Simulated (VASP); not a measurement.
# Ga3Sb (Pmmm) in VASP: further runs

One crystal, Ga3Sb, is run at these levels: PBE, PBEsol; tasks: relaxation of cell and atoms, relaxation of the atoms.

All numbers are computed with VASP 6.6.1; they aren't measurements. Logs are shortened: lines on timing, memory, paths and dates and some standing lists are left out, and cuts for length are marked.

## (1) The crystal as given

It takes space group Pmmm (No. 47, orthorhombic). Conventional cell: a = 3.222 Å, b = 4.504 Å, c = 6.314 Å, α = 90.00°, β = 90.00°, γ = 90.00°. Around Ga (site symmetry mmm) lie 2 Sb at 3.16 Å and 10 Ga at 3.20 to 3.22 Å. Ga (site symmetry mm2) has 8 Ga at 3.11 to 3.22 Å and 4 Sb at 3.18 Å as nearest neighbours. Around Sb (site symmetry mmm) lie 10 Ga at 3.16 to 3.18 Å and 2 Sb at 3.22 Å.

The cell was built by a generator and needn't be a form met in nature.

## (2) Relaxation of cell and atoms, PBE

The input, INCAR:

```
  ALGO = Normal
  EDIFF = 1E-7
  EDIFFG = -0.02
  ENCUT = 600
  GGA = PE
  IBRION = 2
  ISIF = 3
  ISMEAR = 1
  LASPH = True
  LCHARG = False
  LREAL = False
  LWAVE = False
  NELM = 100
  NSW = 60
  PREC = Accurate
  SIGMA = 0.2
```

The input, KPOINTS:

```
k-points
0
Gamma
  8 6 4
```

The input, POSCAR:

```
Ga3Sb
1.0
    3.2217817800      0.0000000000      0.0000000000
    0.0000000000      4.5043062500      0.0000000000
    0.0000000000      0.0000000000      6.3136814600
Ga Sb
3 1
Direct
    0.0000000000      0.0000000000      0.5000000000
    0.5000000000      0.5000000000      0.7539245500
    0.5000000000      0.5000000000      0.2460754500
    0.0000000000      0.0000000000      0.0000000000
```

Potentials or basis: VASP PAW PBE potentials, release 64 (Ga_d, Sb).

Started as:

```console
cat potpaw_PBE.64/Ga_d/POTCAR potpaw_PBE.64/Sb/POTCAR > POTCAR
mpirun -np 1 vasp_std > vasp.out
```

OUTCAR:

```text
EDIFF = 1E-7
   EDIFFG = -0.02
   ENCUT = 600
   GGA = PE
   IBRION = 2
   ISIF = 3
   ISMEAR = 1
   LASPH = True
   LREAL = False
   NELM = 100
   NSW = 60
   PREC = Accurate

 ion  position               nearest neighbor table
   1  0.000  0.000  0.500-   4 3.16   4 3.16
   2  0.500  0.500  0.754-   4 3.18   4 3.18   4 3.18   4 3.18
   3  0.500  0.500  0.246-   4 3.18   4 3.18   4 3.18   4 3.18
   4  0.000  0.000  0.000-   1 3.16   1 3.16   3 3.18   2 3.18   2 3.18   3 3.18   2 3.18   3 3.18
                             2 3.18   3 3.18

  LATTYP: Found a simple orthorhombic cell.
 ALAT       =     3.2217817800
 B/A-ratio  =     1.3980792486
 C/A-ratio  =     1.9596862516

  Lattice vectors:

 A1 = (   3.2217817800,   0.0000000000,   0.0000000000)
 A2 = (   0.0000000000,   4.5043062500,   0.0000000000)
 A3 = (   0.0000000000,   0.0000000000,   6.3136814600)

Analysis of symmetry for initial positions (statically):
=====================================================================
 Subroutine PRICEL returns:
 Original cell was already a primitive cell.

 Routine SETGRP: Setting up the symmetry group for a
 simple orthorhombic supercell.

 Subroutine GETGRP returns: Found  8 space group operations
 (whereof  8 operations were pure point group operations)
 out of a pool of  8 trial point group operations.

The static configuration has the point symmetry D_2h.

Analysis of symmetry for dynamics (positions and initial velocities):
=====================================================================
 Subroutine PRICEL returns:
 Original cell was already a primitive cell.

 Routine SETGRP: Setting up the symmetry group for a
 simple orthorhombic supercell.

 Subroutine GETGRP returns: Found  8 space group operations
 (whereof  8 operations were pure point group operations)
 out of a pool of  8 trial point group operations.

The dynamic configuration has the point symmetry D_2h.

 Subroutine INISYM returns: Found  8 space group operations
 (whereof  8 operations are pure point group operations),
 and found     1 'primitive' translations

----------------------------------------------------------------------------------------

                                     Primitive cell

  volume of cell :      91.6235

  direct lattice vectors                    reciprocal lattice vectors
     3.221781780  0.000000000  0.000000000     0.310387254  0.000000000  0.000000000
     0.000000000  4.504306250  0.000000000     0.000000000  0.222009771  0.000000000
     0.000000000  0.000000000  6.313681460     0.000000000  0.000000000  0.158386198

  length of vectors
     3.221781780  4.504306250  6.313681460     0.310387254  0.222009771  0.158386198

  position of ions in fractional coordinates (direct lattice)
     0.000000000  0.000000000  0.500000000
     0.500000000  0.500000000  0.753924550
     0.500000000  0.500000000  0.246075450
     0.000000000  0.000000000  0.000000000

  ion indices of the primitive-cell ions
   primitive index   ion index
                 1           1
                 2           2
                 3           3
                 4           4

----------------------------------------------------------------------------------------

 KPOINTS: k-points

Automatic generation of k-mesh.
 Grid dimensions read from file:
 generate k-points for:    8    6    4

 Generating k-lattice:

  Cartesian coordinates                     Fractional coordinates (reciprocal lattice)
     0.038798407  0.000000000  0.000000000     0.125000000  0.000000000  0.000000000
     0.000000000  0.037001629  0.000000000     0.000000000  0.166666667  0.000000000
     0.000000000  0.000000000  0.039596549     0.000000000  0.000000000  0.250000000

  Length of vectors
     0.038798407  0.037001629  0.039596549

  Shift w.r.t. Gamma in fractional coordinates (k-lattice)
     0.000000000  0.000000000  0.000000000

 Subroutine IBZKPT returns following result:
 ===========================================

 Found     60 irreducible k-points:

 Following reciprocal coordinates:
            Coordinates               Weight
  0.000000  0.000000  0.000000      1.000000
  0.125000  0.000000  0.000000      2.000000
  0.250000  0.000000  0.000000      2.000000
  0.375000  0.000000  0.000000      2.000000
  0.500000  0.000000  0.000000      1.000000
  0.000000  0.166667  0.000000      2.000000
[... 16 lines left out ...]
  0.250000  0.000000  0.250000      4.000000
  0.375000  0.000000  0.250000      4.000000
 [... further k-points ...]
   k-points           NKPTS =     60   k-points in BZ     NKDIM =     60   number of bands    NBANDS=     26
   number of dos      NEDOS =    301   number of ions     NIONS =      4
   total plane-waves  NPLWV =  50400
   dimension x,y,z NGX =    28 NGY =   36 NGZ =   50
   dimension x,y,z NGXF=    56 NGYF=   72 NGZF=  100
   ions per type =               3   1
   NGX,Y,Z   is equivalent  to a cutoff of  14.45, 13.29, 13.17 a.u.
   NGXF,Y,Z  is equivalent  to a cutoff of  28.90, 26.57, 26.33 a.u.
 SYSTEM =  unknown system
   PREC   = accura    normal or accurate (medium, high low for compatibility)
   ISTART =      0    job   : 0-new  1-cont  2-samecut
   ICHARG =      2    charge: 1-file 2-atom 10-const
   ISPIN  =      1    spin polarized calculation?
   LNONCOLLINEAR =      F non collinear calculations
   LSORBIT =      F    spin-orbit coupling
   LASPH  =      T    aspherical Exc in radial PAW
   ENCUT  =  600.0 eV  44.10 Ry    6.64 a.u.   6.43  9.00 12.61*2*pi/ulx,y,z
   NELM   =    100;   NELMIN=  2; NELMDL= -5     # of ELM steps
   EDIFF  = 0.1E-06   stopping-criterion for ELM
   LREAL  =      F    real-space projection
   EDIFFG = -.2E-01   stopping-criterion for IOM
   NSW    =     60    number of steps for IOM
   IBRION =      2    ionic relax: 0-MD 1-quasi-New 2-CG
   NFREE  =      1    steps in history (QN), initial steepest desc. (CG)
   ISIF   =      3    stress and relaxation
   ISYM   =      2    0-nonsym 1-usesym 2-fastsym
   POTIM  = 0.5000    time-step for ionic-motion
   TEBEG  =    0.0;   TEEND  =   0.0 temperature during run
   PSTRESS=    0.0 pullay stress
   NELECT =      44.0000    total number of electrons
   NUPDOWN=      -1.0000    fix difference up-down
   EMIN   =  10.00;   EMAX   =-10.00  energy-range for DOS
   EFERMI =   0.00;   METHOD = LEGACY
   ISMEAR =     1;   SIGMA  =   0.20  broadening in eV -4-tet -1-fermi 0-gaus
   EFERMI_NEDOS =   21; number of points for ismear=-14 and -15
   IALGO  =     38    algorithm
   IMIX   =      4    mixing-type and parameters
     AMIX     =   0.40;   BMIX     =  1.00
     AMIX_MAG =   1.60;   BMIX_MAG =  1.00
  volume/ion in A,a.u.               =      22.91       154.58
  Fermi-wavevector in a.u.,A,eV,Ry     =   1.282006  2.422641 22.361721  1.643540
  Thomas-Fermi vector in A             =   2.414343
   LORBIT       =      0    0 simple, 1 ext, 2 COOP (PROOUT), +10 PAW based schemes
   GGA     = PE    functional components
   LHFCALC =     F    Hartree Fock is set to
   AEXX    =    0.0000 exact exchange contribution
   IVDW    =     0    specifies the selected vdW correction
   LEPSILON=     F    determine dielectric tensor
   LRPA    =     F    only Hartree local field effects (RPA)
 conjugate gradient relaxation of ions
 non-spin polarized calculation
 Methfessel and Paxton  Order N= 1 SIGMA  =   0.20
  energy-cutoff  :      600.00
  volume of cell :       91.62
 maximum number of plane-waves:      3088
 NGX is ok and might be reduce to    28
   NGX = 13   NGY = 17   NGZ = 25

--------------------------------------- Ionic step        1  -------------------------------------------

 number of electron      43.9999995 magnetization

 Free energy of the ion-electron system (eV)
  ---------------------------------------------------
  ext. energy  EPLUGINS =         0.00000000
  ---------------------------------------------------
  free energy    TOTEN  =       -12.51354440 eV

  energy without entropy =      -12.51597970  energy(sigma->0) =      -12.51435617

------------------------ aborting loop because EDIFF is reached ----------------------------------------

  FORCE on cell =-STRESS in cart. coord.  units (eV):
  Direction    XX          YY          ZZ          XY          YZ          ZX
  --------------------------------------------------------------------------------------
  -------------------------------------------------------------------------------------
  Total       -1.9624559     -0.3448924     -0.0013634      0.0000000      0.0000000      0.0000000
  in kB      -34.3165626     -6.0309741     -0.0238412      0.0000000      0.0000000      0.0000000
  external PRESSURE =     -13.4571259 kB  Pullay stress =       0.0000000 kB
[... 95 lines left out ...]
  FREE ENERGIE OF THE ION-ELECTRON SYSTEM (eV)
  ---------------------------------------------------
  free  energy   TOTEN  =       -12.5817564920 eV

  energy  without entropy=      -12.5791726201  energy(sigma->0) =      -12.58089520

[... ionic steps 4 to 7 ...]

--------------------------------------- Ionic step        8  -------------------------------------------

 number of electron      43.9999982 magnetization

------------------------ aborting loop because EDIFF is reached ----------------------------------------

  FORCE on cell =-STRESS in cart. coord.  units (eV):
  Direction    XX          YY          ZZ          XY          YZ          ZX
  --------------------------------------------------------------------------------------
  -------------------------------------------------------------------------------------
  Total       -0.2874531     -0.1948565     -0.1115072      0.0000000      0.0000000      0.0000000
  in kB       -5.2367754     -3.5498638     -2.0314213      0.0000000      0.0000000      0.0000000
  external PRESSURE =      -3.6060202 kB  Pullay stress =       0.0000000 kB
[... 61 lines left out ...]
  energy  without entropy=      -12.6260492956  energy(sigma->0) =      -12.62407424

--------------------------------------- Ionic step       10  -------------------------------------------

 number of electron      43.9999985 magnetization

 Free energy of the ion-electron system (eV)
  ---------------------------------------------------
  ext. energy  EPLUGINS =         0.00000000
  ---------------------------------------------------
  free energy    TOTEN  =       -12.62315329 eV

  energy without entropy =      -12.62613934  energy(sigma->0) =      -12.62414864

 E-fermi :   6.1570     XC(G=0): -10.5521

 val. band max:        6.0773621104   @ k =   0.0000   0.5000   0.5000
 cond. band min:       6.1739819474   @ k =   0.5000   0.0000   0.5000
 fundamental gap:      0.0966198371
 Fermi energy:         6.1570136184

 k-point     1 :       0.0000    0.0000    0.0000
  band No.  band energies     occupation
      1      -8.8693      2.00000
      2      -8.8191      2.00000
      3      -8.8039      2.00000
      4      -8.7764      2.00000
      5      -8.7648      2.00000
      6      -8.7487      2.00000
[... 685 lines left out ...]
     25       7.9340     -0.00000
     26       9.1040     -0.00000

 [... further k-points ...]

------------------------ aborting loop because EDIFF is reached ----------------------------------------

  FORCE on cell =-STRESS in cart. coord.  units (eV):
  Direction    XX          YY          ZZ          XY          YZ          ZX
  --------------------------------------------------------------------------------------
  -------------------------------------------------------------------------------------
  Total       -0.0569589      0.0430701      0.0684620     -0.0000000      0.0000000      0.0000000
  in kB       -1.0467543      0.7915146      1.2581515     -0.0000000      0.0000000      0.0000000
  external PRESSURE =       0.3343039 kB  Pullay stress =       0.0000000 kB
[... 19 lines left out ...]
  FREE ENERGIE OF THE ION-ELECTRON SYSTEM (eV)
  ---------------------------------------------------
  free  energy   TOTEN  =       -12.6231532929 eV

  energy  without entropy=      -12.6261393369  energy(sigma->0) =      -12.62414864

 reached required accuracy - stopping structural energy minimisation
```

Run time: 13 min. Hardware: 1 thread of Intel Xeon Platinum 8488C (Sapphire Rapids), shared host; peak memory 0.33 GiB.

What came out:

| Property | Result |
| --- | --- |
| Free energy | -12.6232 eV |
| Relaxed volume | 21.80 Å³/atom |
| Relaxed cell | a = 3.099 Å, b = 4.398 Å, c = 6.397 Å, α = 90.00°, β = 90.00°, γ = 90.00° |
| Space group after relaxing (to 0.05 Å) | Pmmm (No. 47) |
| Energy gained by relaxing | 27.4 meV/atom |
| Ionic steps | 10 |
| Pressure after relaxing | 0.0 GPa |
| Largest force after relaxing | 0.018 eV/Å |
| Band gap on the k mesh | none (metal or under the smearing width) |

Forces in eV/Å, atoms in the order of the input:
```
Ga   0.000  0.000  0.000
Ga   0.000  0.000 -0.018
Ga   0.000  0.000  0.018
Sb   0.000  0.000  0.000
```

Step by step:
| step | energy change (eV) | largest force (eV/Å) | pressure (GPa) | volume (Å³) |
| --- | --- | --- | --- | --- |
| 1 | 0.0000 | 0.3882 | -1.35 | 91.62 |
| 2 | -0.0512 | 0.3843 | -0.38 | 89.08 |
| 3 | -0.0682 | 0.3541 | 0.63 | 87.06 |
| 4 | -0.0684 | 0.3481 | 0.80 | 86.77 |
| 5 | -0.0869 | 0.2379 | 0.28 | 87.41 |
| 6 | -0.0948 | 0.1220 | -0.21 | 88.12 |
| 7 | -0.1083 | 0.0424 | -0.35 | 87.97 |
| 8 | -0.1086 | 0.0268 | -0.36 | 87.95 |
| 9 | -0.1095 | 0.0153 | 0.13 | 86.99 |
| 10 | -0.1096 | 0.0181 | 0.03 | 87.18 |

Final structure:
```
CELL_PARAMETERS angstrom
3.09880 0.00000 0.00000
0.00000 4.39836 0.00000
0.00000 0.00000 6.39650
ATOMIC_POSITIONS crystal
Ga 0.00000 0.00000 0.50000
Ga 0.50000 0.50000 0.73394
Ga 0.50000 0.50000 0.26606
Sb 0.00000 0.00000 0.00000
```

Levels at points of the mesh, in eV from the Fermi level:
| k point | band 20 | band 21 | band 22 | band 23 | band 24 | band 25 |
| --- | --- | --- | --- | --- | --- | --- |
| (0.00, 0.00, 0.00) | -3.28 | 0.18 | 0.53 | 0.79 | 1.33 | 3.06 |
| (0.50, 0.00, 0.00) | -3.30 | -3.10 | 0.24 | 0.67 | 1.00 | 1.54 |
| (0.00, 0.50, 0.00) | -4.79 | -4.33 | 4.34 | 4.55 | 4.56 | 5.33 |
| (0.50, 0.50, 0.00) | -3.31 | -2.39 | -1.69 | -1.51 | -0.56 | -0.41 |
| (0.00, 0.00, 0.50) | -2.72 | -1.72 | -1.56 | -0.37 | 3.81 | 4.47 |
| (0.50, 0.00, 0.50) | -0.54 | 0.02 | 0.46 | 0.59 | 1.10 | 2.11 |
| (0.00, 0.50, 0.50) | -1.26 | -0.57 | -0.34 | -0.08 | 4.73 | 6.24 |
| (0.50, 0.50, 0.50) | -4.06 | -3.38 | -2.86 | -2.78 | 1.41 | 2.86 |

The run has no spin-orbit coupling, so splittings on Sb are missing.

## (3) Relaxation of the atoms, PBEsol

The input, INCAR:

```
SYSTEM = Ga3Sb
  ALGO = Normal
  EDIFF = 1E-7
  EDIFFG = -0.02
  ENCUT = 520
  GGA = PS
  IBRION = 2
  ISIF = 2
  ISMEAR = 1
  LASPH = .True.
  LCHARG = .False.
  LREAL = .False.
  LWAVE = .False.
  NELM = 100
  NSW = 40
  PREC = Accurate
  SIGMA = 0.2
```

The input, KPOINTS:

```
k-points
0
Gamma
  8 6 4
  0 0 0
```

POSCAR is that of step 2.

Potentials or basis: VASP PAW PBE potentials, release 64 (Ga_d, Sb).

Started as:

```console
cat potpaw_PBE.64/Ga_d/POTCAR potpaw_PBE.64/Sb/POTCAR > POTCAR
mpirun -np 1 vasp_std > vasp.out
```

Wall time 5.3 min (1 thread of Intel Xeon Platinum 8488C (Sapphire Rapids), shared host); peak memory 0.28 GiB.

The run converged. Its results:

```
Free energy                  : -14.1795 eV
Energy gained by relaxing    : 11.2 meV/atom
Ionic steps                  : 5
Pressure after relaxing      : -4.8 GPa
Largest force after relaxing : 0.005 eV/Å
Band gap on the k mesh       : none (metal or under the smearing width)
```

Forces in eV/Å, atoms in the order of the input:
```
Ga   0.000  0.000  0.000
Ga   0.000  0.000  0.005
Ga   0.000  0.000 -0.005
Sb   0.000  0.000  0.000
```

Stress tensor (GPa, compression positive):
```
-6.48  0.00  0.00
 0.00 -4.51  0.00
 0.00  0.00 -3.39
```

The path:
```csv
step,energy change (eV),largest force (eV/Å),pressure (GPa)
1,0.0000,0.3552,-4.17
2,-0.0113,0.3057,-4.29
3,-0.0352,0.1589,-4.53
4,-0.0409,0.0955,-4.82
5,-0.0448,0.0054,-4.79
```

Final structure:
```
Ga Sb
1.0
     3.22178    0.00000    0.00000
     0.00000    4.50431    0.00000
     0.00000    0.00000    6.31368
Ga Sb
3 1
Direct
  0.00000 0.00000 0.50000
  0.50000 0.50000 0.73289
  0.50000 0.50000 0.26711
  0.00000 0.00000 0.00000
```

Levels at points of the mesh, in eV from the Fermi level:
```csv
k point,band 20,band 21,band 22,band 23,band 24,band 25
"(0.00, 0.00, 0.00)",-3.15,0.07,0.65,0.67,1.50,2.65
"(0.50, 0.00, 0.00)",-3.15,-3.08,0.02,0.46,0.77,1.32
"(0.00, 0.50, 0.00)",-4.48,-3.99,3.74,4.17,4.86,4.92
"(0.50, 0.50, 0.00)",-3.44,-2.47,-1.81,-1.22,-0.49,-0.28
"(0.00, 0.00, 0.50)",-2.56,-1.72,-1.46,-0.15,3.10,4.45
"(0.50, 0.00, 0.50)",-0.54,0.16,0.28,0.74,1.22,1.84
"(0.00, 0.50, 0.50)",-0.81,-0.16,0.07,0.34,3.93,5.66
"(0.50, 0.50, 0.50)",-4.18,-3.23,-2.72,-2.64,1.45,2.87
```

Caveat: the PAW data sets were made with another functional, which shifts forces and pressure a little.

## (4) For comparison

An earlier run on the cell as given: functional PBE; potentials or basis VASP PAW PBE potentials, release 64 (Ga_d, Sb); cutoff 520 eV; k mesh 8 × 6 × 4; occupations fermi-dirac, width 0.05 eV; no spin polarisation.

- Pressure: -1.3 GPa
- Largest force: 0.383 eV/Å
- Band gap on the k mesh: none (metal or under the smearing width)

## (5) Overview

```tsv
task	level	cell	cutoff (eV)	smearing	gap on the mesh (eV)	pressure (GPa)	largest force (eV/Å)
relaxation of cell and atoms	PBE	relaxed	600	methfessel-paxton 0.2 eV	none	0.0	0.02
relaxation of the atoms	PBEsol	atoms relaxed	520	methfessel-paxton 0.2 eV	none	-4.8	0.01
single point	PBE	as given	520	fermi-dirac 0.05 eV	none	-1.3	0.38
```

Alike in all rows: potentials or basis VASP PAW PBE potentials, release 64 (Ga_d, Sb); no spin polarisation; k mesh 8 × 6 × 4.

Caveats: the PAW data sets were made with another functional, which shifts forces and pressure a little (some runs).

Total energies depend on the potentials used, so only differences within one code and one set of settings carry meaning.
